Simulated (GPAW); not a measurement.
# KCl (honeycomb monolayer): G0W0 with GPAW, start to end

Wanted: ground state, empty states, screening and self-energy for KCl (honeycomb monolayer).

Main program and level: GPAW 26.7.0; PBE and many-body steps on it, plane waves.

**1. The starting structure**

The cell holds 2 atoms: 1 K and 1 Cl. Cell: a = 5.159 Å, b = 5.159 Å, c = 11.400 Å, α = 90.0°, β = 90.0°, γ = 120.0°. Vacuum lies along c.

Structure file:

```cif
data_structure
_symmetry_space_group_name_H-M 'P 1'
_symmetry_Int_Tables_number 1
_cell_length_a 5.1593
_cell_length_b 5.1593
_cell_length_c 11.4000
_cell_angle_alpha 90.000
_cell_angle_beta 90.000
_cell_angle_gamma 120.000
_cell_volume 262.79
loop_
_atom_site_label
_atom_site_type_symbol
_atom_site_fract_x
_atom_site_fract_y
_atom_site_fract_z
_atom_site_occupancy
K1 K 0.33333 0.66667 0.49968 1
Cl2 Cl 0.66667 0.33333 0.50032 1
```

The structure was relaxed with PBE. The runs that relaxed it are not among those shown.

**2. Ground state**

This step: GPAW 26.7.0; DFT, PBE, plane waves, PAW.

The ground-state density comes first.

run.py reads:

```python
import json
import numpy as np
from gpaw.mpi import world
from ase import Atoms
from gpaw import GPAW, PW, FermiDirac

atoms = Atoms(['K', 'Cl'],
    cell=[[5.1592660353, 0.0000000000, 0.0000000000],
      [-2.5796330176, 4.4680554514, 0.0000000000],
      [0.0000000000, 0.0000000000, 11.4000000000]],
    scaled_positions=[[0.3333333333, 0.6666666667, 0.4996796238],
      [0.6666666667, 0.3333333333, 0.5003193567]],
    pbc=(True, True, False))
calc = GPAW(mode=PW(450),
    xc='PBE',
    kpts={'size': (9, 9, 1), 'gamma': True},
    occupations=FermiDirac(0.001),
    nbands=-7,
    convergence={'density': 1e-6, 'bands': -3},
    maxiter=100,
    txt='gs.txt')
atoms.calc = calc
res = {'energy': atoms.get_potential_energy()}
kpts = calc.get_ibz_k_points()
res['kpts'] = kpts
res['eigenvalues'] = [calc.get_eigenvalues(kpt=k) for k in range(len(kpts))]
res['n_electrons'] = calc.get_number_of_electrons()
calc.write('gs.gpw')

if world.rank == 0:
    with open('result.json', 'w') as f:
        json.dump(res, f, default=lambda x: x.tolist())
```

The run is started by

```bash
> mpirun -n 4 gpaw python run.py
```

Log:

```text
__  _  _
 | _ |_)|_||  |
 |__||  | ||/\| - 26.7.0

Input parameters:
  mode=PW(ecut=450.000000),
  convergence={'density': 1e-06, 'bands': -3},
  kpts=MonkhorstPack(size=(9, 9, 1), gamma=True),
  maxiter=100,
  nbands=-7,
  occupations=Occupations(name='fermi-dirac', width=0.001, fixmagmom=False),
  xc=XC(name='PBE')
  [... matrices ...]
Diagonalizing LCAO Hamiltonian
Converting LCAO to pw mode

        K    Cl

Atoms  # Å, Bohr magnetons
|   | symbol |         x |        y |        z |    initial magnetic moments |
| 0 |      K | -0.000000 | 2.978704 | 5.696348 | ( 0.0000,  0.0000,  0.0000) |
| 1 |     Cl |  2.579633 | 1.489352 | 5.703641 | ( 0.0000,  0.0000,  0.0000) |

Unit cell  # Å
| periodic |         x |        y |         z |   lengths |     angles |
|      yes |  5.159266 | 0.000000 |  0.000000 |  5.159266 |  90.000000 |
|      yes | -2.579633 | 4.468055 |  0.000000 |  5.159266 |  90.000000 |
|       no |  0.000000 | 0.000000 | 11.400000 | 11.400000 | 120.000000 |

Number of symmetries: 6
Symmetry operations  # r_c * U_cc + t_c -> r_c
|   | kind |            matrix            |
| 0 |  σ   |  1, 1, 0,  0,-1, 0,  0, 0, 1 |
| 1 |  E   |  1, 0, 0,  0, 1, 0,  0, 0, 1 |
| 2 |  C3  |  0, 1, 0, -1,-1, 0,  0, 0, 1 |
| 3 |  σ   |  0,-1, 0, -1, 0, 0,  0, 0, 1 |
| 4 |  σ   | -1, 0, 0,  1, 1, 0,  0, 0, 1 |
| 5 |  C3  | -1,-1, 0,  1, 0, 0,  0, 0, 1 |

BZ-sampling:
  Number of BZ points: 81
  Number of IBZ points: 12

  Monkhorst-Pack size: [9, 9, 1]
  Monkhorst-Pack shift: [0, 0, 0]

K-points  # in reciprocal-cell coordinates
|     |                                coordinates |     weight |
|   0 | (  0.00000000,   0.00000000,   0.00000000) | 0.01234568 |
|   1 | (  0.11111111,   0.00000000,   0.00000000) | 0.07407407 |
|   2 | (  0.22222222,  -0.11111111,   0.00000000) | 0.07407407 |
|   3 | (  0.22222222,   0.00000000,   0.00000000) | 0.07407407 |
|   4 | (  0.33333333,  -0.11111111,   0.00000000) | 0.14814815 |
|   5 | (  0.33333333,   0.00000000,   0.00000000) | 0.07407407 |
|   6 | (  0.33333333,   0.33333333,   0.00000000) | 0.02469136 |
|   7 | (  0.44444444,  -0.22222222,   0.00000000) | 0.07407407 |
|   8 | (  0.44444444,  -0.11111111,   0.00000000) | 0.14814815 |
|   9 | (  0.44444444,   0.00000000,   0.00000000) | 0.07407407 |
| ... |                                            |            |
|  11 | (  0.44444444,   0.44444444,   0.00000000) | 0.07407407 |

Plane wave coefficients: 5711
Cutoff: 450.000000 eV

Spin-components: 1 (collinear spins)
Bands:           15
Projectors:      10
Spin-degeneracy: 2
Datatype:        complex128

  Storage: CPU
  Wave functions: 16_441_920 bytes (4_110_480 per core)
  Projectors: 23_018_688 bytes (5_754_672 per core)
  [... matrices ...]
Parallelization:
  kpt:    4
  domain: 1
  band:   1

Density:
  Valence electrons: 16.0
  Components: 1
  Grid points: [27 27 56]
  Charge: 0.0  # |e|

Potential:
  Grid points: [27 27 56]

species:
  K:
    name:    Potassium
    Z:       19.0
    valence: 9
    core:    10
    charge:  0.0  # [|e|]
    compensation charges:
      type: gauss
      rc: 0.35  # [Å]
      lmax: 2
    cutoffs:
      filter: 1.91  # [Å]
      core: 1.27  # [Å]
    projectors
    | kind |    occ | energy [eV] | rcut [Å] |
    |   3s |  2.000 |     -35.338 |    1.122 |
    |   4s |  1.000 |      -2.319 |    1.122 |
    |   3p |  6.000 |     -18.813 |    1.106 |
    |    p |        |       8.398 |    1.106 |
    |    d |        |       0.000 |    0.937 |

    Using partial waves for K as LCAO basis

  Cl:
    name:    Chlorine
    Z:       17.0
    valence: 7
    core:    10
    charge:  0.0  # [|e|]
    compensation charges:
      type: gauss
      rc: 0.25  # [Å]
      lmax: 2
    cutoffs:
      filter: 1.40  # [Å]
      core: 1.49  # [Å]
    projectors
    | kind |    occ | energy [eV] | rcut [Å] |
    |   3s |  2.000 |     -20.689 |    0.794 |
    |   3p |  5.000 |      -8.594 |    0.794 |
    |    s |        |       6.523 |    0.794 |
    |    p |        |      18.617 |    0.794 |
    |    d |        |       0.000 |    0.794 |

    Using partial waves for Cl as LCAO basis

Reference energy: -28937.202614  # eV

eigensolver:
  PPCG
  Converge bands: -3
  niter=2

density mixing:
  MSR1-Mixer
  Pratt-step length: 0.05
  Maximum mixing coefficient: 0.75
  Old densities: 10
  SVD Regularization: 0.005
  Good broyden scale: 1.0
  Trust region scale: 1.0
  Backstep threshold: 4.0
  History deletion threshold: 6.0
  Fourier metric: weight=20.0, sigma=0.015

occupation numbers:
  Fermi-Dirac:
    width: 0.0010  # eV

poisson solver:
  ecut: 3600.000000  # eV

xc functional:
  name: PBE with 2 nearest neighbor stencil

Initialization done in: 0.885 s

convergence criteria:
- Maximum integral of absolute [dens]ity change: 1e-06 electrons / valence electron
- Maximum [total energy] change in last 3 cyles: 0.0005 eV / valence electron
- Maximum integral of absolute [eigenst]ate change: 4e-08 eV^2 / valence electron
maximum number of iterations: 100

SCF iterations
|iter     |     time |      energy | eigst |  dens |
|iter:   1|  |   -6.949115 | +1.72 |       |
|iter:   2|  |   -6.864186 | +0.51 | -1.15 |
|iter:   3|  |   -6.514757 | -0.21 | -1.19 |
|iter:   4|  |   -6.511514 | -0.81 | -1.55 |
|iter:   5|  |   -6.511557c| -1.60 | -1.97 |
|iter:   6|  |   -6.511626c| -2.46 | -2.77 |
|iter:   7|  |   -6.511636c| -3.16 | -3.28 |
|iter:   8|  |   -6.511636c| -3.78 | -4.16 |
|iter:   9|  |   -6.511636c| -4.31 | -5.15 |
|iter:  10|  |   -6.511636c| -4.78 | -5.65 |
|iter:  11|  |   -6.511636c| -5.21 | -6.37c|
|iter:  12|  |   -6.511636c| -5.60 | -6.75c|
|iter:  13|  |   -6.511636c| -6.12 | -7.75c|
|iter:  14|  |   -6.511636c| -6.53 | -8.33c|
|iter:  15|  |   -6.511636c| -6.93 | -8.84c|
|iter:  16|  |   -6.511636c| -7.08 | -9.49c|
|iter:  17|  |   -6.511636c| -7.55c|-10.11c|

Converged in 17 steps
SCF loop duration: 9.705 s (0.571 s/step)
Energy contributions relative to reference atoms: (reference = -28937.202614)
  [... matrices ...]
Energy contributions:
  Kinetic:           2.598184
  Coulomb:          -1.934382
  Zero:             -0.639790
  External:          0.000000
  Xc:               -6.535648
  Entropy:          -0.000000
  Spinorbit:         0.000000
  ----------------------------
  Free energy:      -6.511636
  Extrapolated:     -6.511636

dipole moment: (-1.787742, 1.032157, -0.004452)  # |e|*Ang

Fermi level: -3.211
Eigenvalues  # (at kpt = [0.000, 0.000, 0.000])
| band index |      eig [eV] | occ [0-2] |
|          0 |       -32.490 |     2.000 |
|          1 |       -16.509 |     2.000 |
|          2 |       -16.106 |     2.000 |
|          3 |       -15.985 |     2.000 |
|          4 |       -15.985 |     2.000 |
|          5 |        -4.934 |     2.000 |
|          6 |        -4.934 |     2.000 |
|          7 |        -4.756 |     2.000 |
|          8 |        -0.011 |     0.000 |
|          9 |         1.413 |     0.000 |
|         10 |         1.796 |     0.000 |
|         11 |         3.580 |     0.000 |
|         12 |         4.464 |     0.000 |
|         13 |         4.733 |     0.000 |
|         14 |         5.034 |     0.000 |

Gap: 4.729 eV
Transition (v -> c):
  (s=0, k=6, n=7, [0.33, 0.33, 0.00]) -> (s=0, k=0, n=8, [0.00, 0.00, 0.00])
Direct/indirect transitions are different
Direct gap: 4.746 eV
Transition at: (s=0, k=0, n=7, [0.00, 0.00, 0.00])
vacuum-level: 1.416  # V
# Writing to gs.gpw (mode='')
  [... matrices ...]
```

Elapsed: 13 s, on 4 MPI ranks of Arm Neoverse V1, shared host; peak memory 0.82 GiB; 50 s of CPU time.

This step gave:

```
total energy               : -6.512 eV
gap                        : 4.729 eV
k of the valence top       : 0.3333, 0.3333, 0
k of the conduction bottom : 0, 0, 0
least direct gap           : 4.746 eV
```

The gap is indirect, with the least direct gap 0.016 eV higher.

**3. Bands along the symmetry lines**

Levels along a band path, at the cheap level, show where the edges lie and whether the meshes to come will hold them.

run.py reads:

```python
import json
import numpy as np
from gpaw.mpi import world
from gpaw import GPAW

path = [[0.000000, 0.000000, 0.000000],
    [0.062500, 0.000000, 0.000000],
    [0.125000, 0.000000, 0.000000],
    [0.187500, 0.000000, 0.000000],
    [0.250000, 0.000000, 0.000000],
    [0.312500, 0.000000, 0.000000],
    [0.375000, 0.000000, 0.000000],
    [0.437500, 0.000000, 0.000000],
    [0.500000, 0.000000, 0.000000],
    [0.479167, 0.041667, 0.000000],
    [0.458333, 0.083333, 0.000000],
    [0.437500, 0.125000, 0.000000],
    [0.416667, 0.166667, 0.000000],
    [0.395833, 0.208333, 0.000000],
    [0.375000, 0.250000, 0.000000],
    [0.354167, 0.291667, 0.000000],
    [0.333333, 0.333333, 0.000000],
    [0.291667, 0.291667, 0.000000],
    [0.250000, 0.250000, 0.000000],
    [0.208333, 0.208333, 0.000000],
    [0.166667, 0.166667, 0.000000],
    [0.125000, 0.125000, 0.000000],
    [0.083333, 0.083333, 0.000000],
    [0.041667, 0.041667, 0.000000],
    [0.000000, 0.000000, 0.000000]]
calc = GPAW('gs.gpw').fixed_density(kpts=path,
    symmetry='off',
    nbands=18,
    convergence={'bands': 14},
    txt='bands.txt')
res = {}
kpts = calc.get_ibz_k_points()
res['kpts'] = kpts
res['eigenvalues'] = [calc.get_eigenvalues(kpt=k) for k in range(len(kpts))]
res['n_electrons'] = calc.get_number_of_electrons()

if world.rank == 0:
    with open('result.json', 'w') as f:
        json.dump(res, f, default=lambda x: x.tolist())
```

The run is started by

```bash
> mpirun -n 4 gpaw python run.py
```

Log:

```text
Diagonalizing LCAO Hamiltonian
Converting LCAO to pw mode
convergence criteria:
- Maximum integral of absolute [eigenst]ate change: 4e-08 eV^2 / valence electron
maximum number of iterations: 100

SCF iterations
|iter     |     time |      energy | eigst |  dens |
|iter:   1|  |             | +1.94 |       |
|iter:   2|  |             | +0.86 |       |
|iter:   3|  |             | +0.04 |       |
[...]
|iter:  15|  |             | -6.71 |       |
|iter:  16|  |             | -7.17 |       |
|iter:  17|  |             | -7.43c|       |
SCF steps: 17
  __  _  _
 | _ |_)|_||  |
 |__||  | ||/\| - 26.7.0

Input parameters:
  mode=PW(ecut=450.000000),
  convergence={'bands': 14},
  gpts=array([27, 27, 56]),
  kpts=KPoints(kpts=array([[0.      , 0.      , 0.      ],
         [0.0625  , 0.      , 0.      ],
         [0.125   , 0.      , 0.      ],
         [0.1875  , 0.      , 0.      ],
[...]
[0.479167, 0.041667, 0.      ],
         [0.458333, 0.083333, 0.      ],
[...]
[0.416667, 0.166667, 0.      ],
[...]
[0.25    , 0.25    , 0.      ],
[...]
[0.125   , 0.125   , 0.      ],
         [0.083333, 0.083333, 0.      ],
         [0.041667, 0.041667, 0.      ],
         [0.      , 0.      , 0.      ]])),
  maxiter=100,
  nbands=18,
  occupations=Occupations(name='fermi-dirac', width=0.001, fixmagmom=False),
  parallel={},
  symmetry=Symmetry(point_group=False, time_reversal=False),
  xc=XC(name='PBE')
```

The job ended after 22 s (4 MPI ranks; peak memory 0.86 GiB; 88 s of CPU time).

This step gave:

```
gap                        : 4.729 eV
k of the valence top       : 0.3333, 0.3333, 0
k of the conduction bottom : 0, 0, 0
least direct gap           : 4.746 eV
```

The gap is 4.729 eV, as in the run before at this level.

The electronic bands at the labelled points (eV, zero at the top of the highest filled band; v1 is the highest filled band, c1 the lowest empty one):

```tsv
point	v4	v3	v2	v1	c1	c2	c3	c4
Γ	-11.25	-0.19	-0.19	-0.02	4.73	6.15	6.54	8.32
halfway	-11.01	-0.31	-0.14	-0.01	5.32	6.48	7.10	8.16
M	-10.85	-0.41	-0.09	0.00	6.64	6.71	7.08	7.83
halfway	-10.83	-0.38	-0.12	0.00	6.71	6.81	7.14	7.82
K	-10.81	-0.36	-0.15	0.00	6.78	7.04	7.23	7.73
halfway	-10.97	-0.33	-0.14	-0.01	5.50	6.58	7.25	7.99
Γ	-11.25	-0.19	-0.19	-0.02	4.73	6.15	6.54	8.32
```

The electronic bands as a text plot (rows in eV, shown from -8.0 to 7.8 only):

```
    7.5 |            +++++         ++++++++++++++++++++
    6.8 |++++++++++++++++++++++++++++++++++++++++++++++++++++++++
    6.1 |+++++++++     +++++                  ++++++   ++++++++++
    5.5 |         +++++                             ++++++
    4.8 |+++++++++                                        +++++++
    4.2 |
    3.5 |
    2.8 |
    2.2 |
    1.5 |
    0.9 |
    0.2 |********************************************************
   -0.4 |********************************************************
   -1.1 |
   -1.8 |
   -2.4 |
   -3.1 |
   -3.7 |
   -4.4 |
   -5.0 |
   -5.7 |
   -6.4 |
   -7.0 |
   -7.7 |
         Γ                   M           K                      Γ
```

**4. Empty states on the mesh, 6×6×1 mesh, 436 bands**

The sums over transitions need many empty states on a uniform mesh; this step solves for them.

run.py reads:

```python
import json
import numpy as np
from gpaw.mpi import world
from gpaw import GPAW

calc = GPAW('gs.gpw').fixed_density(kpts={'size': (6, 6, 1), 'gamma': True},
    parallel={'domain': 1, 'band': 1},
    txt='nscf.txt')
calc.diagonalize_full_hamiltonian(nbands=436)
calc.write('full.gpw', mode='all')
res = {}
kpts = calc.get_ibz_k_points()
res['kpts'] = kpts
res['eigenvalues'] = [calc.get_eigenvalues(kpt=k) for k in range(len(kpts))]
res['n_electrons'] = calc.get_number_of_electrons()

if world.rank == 0:
    with open('result.json', 'w') as f:
        json.dump(res, f, default=lambda x: x.tolist())
```

The run is started by

```bash
> mpirun -n 4 gpaw python run.py
```

Log:

```text
Diagonalizing LCAO Hamiltonian
Converting LCAO to pw mode
convergence criteria:
- Maximum integral of absolute [eigenst]ate change: 4e-08 eV^2 / valence electron
maximum number of iterations: 100

SCF iterations
|iter     |     time |      energy | eigst |  dens |
|iter:   1|  |             | +1.67 |       |
|iter:   2|  |             | +0.61 |       |
|iter:   3|  |             | -0.26 |       |
[...]
|iter:  17|  |             | -7.07 |       |
|iter:  18|  |             | -7.29 |       |
|iter:  19|  |             | -7.40c|       |
SCF steps: 19
  __  _  _
 | _ |_)|_||  |
 |__||  | ||/\| - 26.7.0

Input parameters:
  mode=PW(ecut=450.000000),
  convergence={'density': 1e-06, 'bands': -3},
  gpts=array([27, 27, 56]),
  kpts=MonkhorstPack(size=(6, 6, 1), gamma=True),
  maxiter=100,
  nbands=15,
  occupations=Occupations(name='fermi-dirac', width=0.001, fixmagmom=False),
  parallel={'domain': 1, 'band': 1},
  xc=XC(name='PBE')
Matrix size: 5709x5709
# Writing to full.gpw (mode='all')
  [... matrices ...]

timing:  # [seconds]
  Total: 374.991  # ━━━━━━━━━━━━━━━━━━━━━━━━━━━━━━━━━━━━━━━━━━━━━━━━━━━━━━━━━
```

Run time: 6.4 min. Hardware: 4 MPI ranks; peak memory 10 GiB.

Numbers from this step:

```yaml
gap: 4.729 eV
k_of_the_valence_top: 0.3333, 0.3333, 0
k_of_the_conduction_bottom: 0, 0, 0
least_direct_gap: 4.746 eV
k_points_computed: 7
lowest_point_of_the_top_converged_band_above_the_valence_top: 82.8409 eV
```

On this mesh the gap is 4.729 eV.

[end of part 1 of 2]

[Long decimals in the printed logs are rounded to 6 places.]

[Logs are printed without paths, hosts, clocks, repeated set-up lines and the standing remarks that a program may print on its own settings, such as how far it seeks lower states.]

[Paths, hosts, dates, memory and timing lines, banners, echoed tables and standing remarks are left out of the program output; an Ansatz launch command may be rebuilt from the run's recorded settings. Measured values are a selection of at most five: reports struck by readers or far from the other reports are left out. None is set beside runs whose start may be inverted or whose files or cutoffs have a known fault.]

[Runs of the session that timed out or met a known fault of the program may be left out.]

[Hosts, paths, dates, database ids (printed as entryN), source tags and the programs' standing remarks are cut or masked in the printed files.]

[Where the starting crystal was built by hand or by swapping elements, it need not be the compound's stable phase.]
